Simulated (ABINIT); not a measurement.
# AlN (F-43m) in ABINIT: single point with PBE

Aim: the single point of AlN with PBE.

Program: ABINIT 10.8.3 (patched build). These are calculated values, not measurements. Logs are shortened: lines on timing, memory, paths and dates and some standing lists are left out, and cuts for length are marked. The log counts tension as positive stress, the text compression.

### Step 1. The structure

It takes space group F-43m (No. 216, cubic). Conventional cell: a = 4.368 Å, b = 4.368 Å, c = 4.368 Å, α = 90.00°, β = 90.00°, γ = 90.00°. Al (site symmetry -43m) is surrounded by 4 N at 1.89 Å. Around N (site symmetry -43m) lie 4 Al at 1.89 Å.

Measurements of this composition are mostly on another form, of space group No. 186.

### Step 2. Single point, PBE

File run.abi:

```
# Pseudopotentials
pp_dirpath "./"
pseudos "Al.upf, N.upf"

# Structure
acell 3*1.0
rprim
     0.0000000000     4.1271496856     4.1271496856
     4.1271496856     0.0000000000     4.1271496856
     4.1271496856     4.1271496856     0.0000000000
ntypat 2
znucl 13 7
natom 2
typat 1 2
xred
     0.0000000000     0.0000000000     0.0000000000
     0.2500000000     0.2500000000     0.2500000000

# Plane-wave basis
ecut 36.0

# k points
kptopt 1
ngkpt 8 8 8
nshiftk 1
shiftk 0.0 0.0 0.0

# Exchange and correlation
ixc 11

# Bands and occupations
nband 8
occopt 3
tsmear 0.05 eV

# SCF cycle
nstep 100
tolvrs 1.0e-10

# Output
iomode 3
prtwf 0
prtden 0
prteig 0
prtebands 0
enunit 2
```

Potentials or basis: PseudoDojo NC SR PBE v0.5 stringent.

Command:

```sh
> mpirun --bind-to none -np 4 abinit run.abi > log 2>&1
```

run.abo:

```text
.Version 10.8.3 of ABINIT
 Symmetries : space group F-4 3 m (#216); Bravais cF (face-center cubic)
================================================================================
 Values of the parameters that define the memory need of the present run
     intxc =       0    ionmov =       0      iscf =       7    lmnmax =       6
     lnmax =       6     mgfft =      32  mpssoang =       3    mqgrid =    3001
     natom =       2  nloc_mem =       1    nspden =       1   nspinor =       1
    nsppol =       1      nsym =      24    n1xccc =    2501    ntypat =       2
    occopt =       3   xclevel =       2
       mpw =        1475          nfft =       32768          nkpt =          29
================================================================================
================================================================================

--------------------------------------------------------------------------------
------------- Echo of variables that govern the present computation ------------
--------------------------------------------------------------------------------
 -outvars: echo values of preprocessed input variables --------
            acell      1.0000000000E+00  1.0000000000E+00  1.0000000000E+00 Bohr
              amu      2.69815390E+01  1.40067400E+01
             ecut      3.60000000E+01 Hartree
           enunit           2
              ixc          11
         kptrlatt        8    0    0      0    8    0      0    0    8
          kptrlen      4.66933685E+01
            natom           2
            nband           8
            ngfft          32      32      32
             nkpt          29
            nstep         100
             nsym          24
           ntypat           2
           occopt           3
           prtden           0
        prtebands           0
           prteig           0
            prtwf           0
            rprim      0.0000000000E+00  4.1271496856E+00  4.1271496856E+00
                       4.1271496856E+00  0.0000000000E+00  4.1271496856E+00
                       4.1271496856E+00  4.1271496856E+00  0.0000000000E+00
          spgroup         216
           tolvrs      1.00000000E-10
           tsmear      1.83746611E-03 Hartree
            typat      1  2
           xangst      0.0000000000E+00  0.0000000000E+00  0.0000000000E+00
                       1.0919967791E+00  1.0919967791E+00  1.0919967791E+00
            xcart      0.0000000000E+00  0.0000000000E+00  0.0000000000E+00
                       2.0635748428E+00  2.0635748428E+00  2.0635748428E+00
             xred      0.0000000000E+00  0.0000000000E+00  0.0000000000E+00
                       2.5000000000E-01  2.5000000000E-01  2.5000000000E-01
            znucl       13.00000    7.00000

================================================================================

 chkinp: Checking input parameters for consistency.

================================================================================
== DATASET  1 ==================================================================

--- !DatasetInfo
iteration_state: {dtset: 1, }
dimensions: {natom: 2, nkpt: 29, mband: 8, nsppol: 1, nspinor: 1, nspden: 1, mpw: 1475, }
cutoff_energies: {ecut:  36.0, pawecutdg:  -1.0, }
electrons: {nelect:   8.00000000E+00, charge:   0.00000000E+00, occopt:   3.00000000E+00, tsmear:   1.83746611E-03, }
meta: {optdriver: 0, ionmov: 0, optcell: 0, iscf: 7, paral_kgb: 0, }
...

 Exchange-correlation functional for the present dataset will be:
  GGA: Perdew-Burke-Ernzerhof functional - ixc=11
  J.P.Perdew, K.Burke, M.Ernzerhof, PRL 77, 3865 (1996)

 Real(R)+Recip(G) space primitive vectors, cartesian coordinates (Bohr,Bohr^-1):
 R(1)=  0.0000000  4.1271497  4.1271497  G(1)= -0.1211490  0.1211490  0.1211490
 R(2)=  4.1271497  0.0000000  4.1271497  G(2)=  0.1211490 -0.1211490  0.1211490
 R(3)=  4.1271497  4.1271497  0.0000000  G(3)=  0.1211490  0.1211490 -0.1211490
 Unit cell volume ucvol=  1.4059849E+02 bohr^3
 Angles (23,13,12)=  6.00000000E+01  6.00000000E+01  6.00000000E+01 degrees

 getcut: wavevector=  0.0000  0.0000  0.0000  ngfft=  32  32  32
         ecut(hartree)=     36.000   => boxcut(ratio)=   2.02987

--- Pseudopotential description ------------------------------------------------
- pspini: atom type   1  psp file is ./Al.upf
12 -101130 2 -1 1876                          pspcod,pspxc,lmax,lloc,mmax
     nproj     2     2     2

- pspini: atom type   2  psp file is ./N.upf
12 -101130 1 -1 1058                          pspcod,pspxc,lmax,lloc,mmax
     nproj     2     2     0

   7.43294732E+01                                ecore*ucvol(ha*bohr**3)
--------------------------------------------------------------------------------

================================================================================

--- !BeginCycle
iteration_state: {dtset: 1, }
solver: {iscf: 7, nstep: 100, nline: 4, wfoptalg: 0, }
tolerances: {tolvrs: 1.00E-10, }
...

     iter   Etot(hartree)      deltaE(h)  residm     vres2
 ETOT  1  -12.627691656342    -1.263E+01 1.100E-01 5.126E+02
 ETOT  2  -12.671695784277    -4.400E-02 1.026E-02 4.007E+02
 ETOT  3  -12.792187446801    -1.205E-01 6.864E-03 6.951E-01
 ETOT  4  -12.792396238122    -2.088E-04 4.659E-03 1.011E-02
 ETOT  5  -12.792397311835    -1.074E-06 3.639E-03 6.329E-04
 ETOT  6  -12.792397349609    -3.777E-08 1.853E-03 1.057E-05
 ETOT  7  -12.792397352276    -2.667E-09 6.073E-04 2.590E-06
 ETOT  8  -12.792397353077    -8.009E-10 1.841E-04 7.084E-09
 ETOT  9  -12.792397353079    -2.037E-12 5.378E-05 7.941E-10
 ETOT 10  -12.792397353079    -3.872E-13 2.105E-05 2.861E-12

 At SCF step   10       vres2   =  2.86E-12 < tolvrs=  1.00E-10 =>converged.

 Cartesian components of stress tensor (hartree/bohr^3)
  sigma(1 1)= -1.37997428E-04  sigma(3 2)=  0.00000000E+00
  sigma(2 2)= -1.37997428E-04  sigma(3 1)=  0.00000000E+00
  sigma(3 3)= -1.37997428E-04  sigma(2 1)=  0.00000000E+00

--- !ResultsGS
iteration_state: {dtset: 1, }
comment   : Summary of ground state results
lattice_vectors:
- [  0.0000000,   4.1271497,   4.1271497, ]
- [  4.1271497,   0.0000000,   4.1271497, ]
- [  4.1271497,   4.1271497,   0.0000000, ]
lattice_lengths: [   5.83667,    5.83667,    5.83667, ]
lattice_angles: [ 60.000,  60.000,  60.000, ] # degrees, (23, 13, 12)
lattice_volume:   1.4059849E+02
convergence: {deltae: -3.872E-13, res2:  2.861E-12, residm:  2.105E-05, diffor: null, }
etotal    :  -1.27923974E+01
entropy   :   0.00000000E+00
fermie    :   2.41655235E-01
cartesian_stress_tensor: # hartree/bohr^3
- [ -1.37997428E-04,   0.00000000E+00,   0.00000000E+00, ]
- [  0.00000000E+00,  -1.37997428E-04,   0.00000000E+00, ]
- [  0.00000000E+00,   0.00000000E+00,  -1.37997428E-04, ]
pressure_GPa:   4.0600E+00
xred      :
- [  0.0000E+00,   0.0000E+00,   0.0000E+00, Al]
- [  2.5000E-01,   2.5000E-01,   2.5000E-01,  N]
cartesian_forces: # hartree/bohr
- [ -4.07764048E-30,  -4.07764048E-30,   1.22329215E-29, ]
- [  4.07764048E-30,   4.07764048E-30,  -1.22329215E-29, ]
force_length_stats: {min:   1.35240035E-29, max:   1.35240035E-29, mean:   1.35240035E-29, }
...

 Integrated electronic density in atomic spheres:
 ------------------------------------------------
 Atom  Sphere_radius  Integrated_density
    1        2.00000          1.10832936
    2        2.00000          5.38580493
================================================================================

 ----iterations are completed or convergence reached----

 Mean square residual over all n,k,spin=   13.266E-08; max=  21.053E-06
 reduced coordinates (array xred) for    2 atoms
       0.000000000000      0.000000000000      0.000000000000
       0.250000000000      0.250000000000      0.250000000000
 rms dE/dt=  4.7600E-29; max dE/dt=  6.7316E-29; dE/dt below (all hartree)
    1       0.000000000000      0.000000000000      0.000000000000
    2       0.000000000000      0.000000000000     -0.000000000000

 cartesian coordinates (angstrom) at end:
    1      0.00000000000000     0.00000000000000     0.00000000000000
    2      1.09199677906168     1.09199677906168     1.09199677906168

 cartesian forces (hartree/bohr) at end:
    1     -0.00000000000000    -0.00000000000000     0.00000000000000
    2      0.00000000000000     0.00000000000000    -0.00000000000000
 frms,max,avg= 7.8080871E-30 1.2232921E-29   0.000E+00  0.000E+00  0.000E+00 h/b

 cartesian forces (eV/Angstrom) at end:
    1     -0.00000000000000    -0.00000000000000     0.00000000000000
    2      0.00000000000000     0.00000000000000    -0.00000000000000
 frms,max,avg= 4.0150798E-28 6.2904211E-28   0.000E+00  0.000E+00  0.000E+00 e/A
 length scales=  1.000000000000  1.000000000000  1.000000000000 bohr
              =  0.529177210544  0.529177210544  0.529177210544 angstroms
 Fermi (or HOMO) energy (hartree) =   0.24166   Average Vxc (hartree)=  -0.39437
 Eigenvalues (hartree) for nkpt=  29  k points:
 kpt#   1, nband=  8, wtk=  0.00195, kpt=  0.0000  0.0000  0.0000 (reduced coord)
  -0.36046    0.18957    0.18957    0.18957    0.34363    0.65223    0.65223    0.65223
      occupation numbers for kpt#   1
   2.00000    2.00000    2.00000    2.00000    0.00000    0.00000    0.00000    0.00000
 prteigrs : prtvol=0 or 1, do not print more k-points.

 Fermi (or HOMO) energy (eV) =   6.57577   Average Vxc (eV)= -10.73142
 Eigenvalues (   eV  ) for nkpt=  29  k points:
 kpt#   1, nband=  8, wtk=  0.00195, kpt=  0.0000  0.0000  0.0000 (reduced coord)
  -9.80853    5.15860    5.15860    5.15860    9.35067   17.74800   17.74800   17.74800
 prteigrs : prtvol=0 or 1, do not print more k-points.

--- !EnergyTerms
iteration_state     : {dtset: 1, }
comment             : Components of total free energy in Hartree
kinetic             :  8.18805994076572E+00
hartree             :  2.82096192816137E+00
xc                  : -4.24885366490192E+00
Ewald energy        : -1.08999796062976E+01
psp_core            :  5.28664803685507E-01
local_psp           : -8.51484704744465E+00
non_local_psp       : -6.66403707047861E-01
internal            : -1.27923973530794E+01
'-kT*entropy'       :  7.18733791453296E-17
total_energy        : -1.27923973530794E+01
total_energy_eV     : -3.48098865386709E+02
band_energy         :  3.20538483933459E-02
...

 Cartesian components of stress tensor (hartree/bohr^3)
  sigma(1 1)= -1.37997428E-04  sigma(3 2)=  0.00000000E+00
  sigma(2 2)= -1.37997428E-04  sigma(3 1)=  0.00000000E+00
  sigma(3 3)= -1.37997428E-04  sigma(2 1)=  0.00000000E+00

-Cartesian components of stress tensor (GPa)         [Pressure=  4.0600E+00 GPa]
- sigma(1 1)= -4.06002451E+00  sigma(3 2)=  0.00000000E+00
- sigma(2 2)= -4.06002451E+00  sigma(3 1)=  0.00000000E+00
- sigma(3 3)= -4.06002451E+00  sigma(2 1)=  0.00000000E+00

== END DATASET(S) ==============================================================
================================================================================

 -outvars: echo values of variables after computation  --------
            acell      1.0000000000E+00  1.0000000000E+00  1.0000000000E+00 Bohr
           etotal     -1.2792397353E+01
            fcart     -4.0776404848E-30 -4.0776404848E-30  1.2232921454E-29
                       4.0776404848E-30  4.0776404848E-30 -1.2232921454E-29
            rprim      0.0000000000E+00  4.1271496856E+00  4.1271496856E+00
                       4.1271496856E+00  0.0000000000E+00  4.1271496856E+00
                       4.1271496856E+00  4.1271496856E+00  0.0000000000E+00
           strten     -1.3799742818E-04 -1.3799742818E-04 -1.3799742818E-04
                       0.0000000000E+00  0.0000000000E+00  0.0000000000E+00
           xangst      0.0000000000E+00  0.0000000000E+00  0.0000000000E+00
                       1.0919967791E+00  1.0919967791E+00  1.0919967791E+00
             xred      0.0000000000E+00  0.0000000000E+00  0.0000000000E+00
                       2.5000000000E-01  2.5000000000E-01  2.5000000000E-01
 Calculation completed.
```

It took 3.5 s on 4 MPI ranks of AMD EPYC 9R14 (Zen 4), shared host; peak memory 0.24 GiB.

Results:

```yaml
Free_energy: -348.0989 eV
Pressure: 4.1 GPa
Band_gap_on_the_k_mesh: 3.32 eV, indirect (least direct gap 4.19 eV)
Valence_electrons_inside_the_program's_atomic_spheres: Al 1.11; N 5.39
```

Caveat: the cutoff is short for stress, so the pressure is rough. A k mesh can miss the band edges.
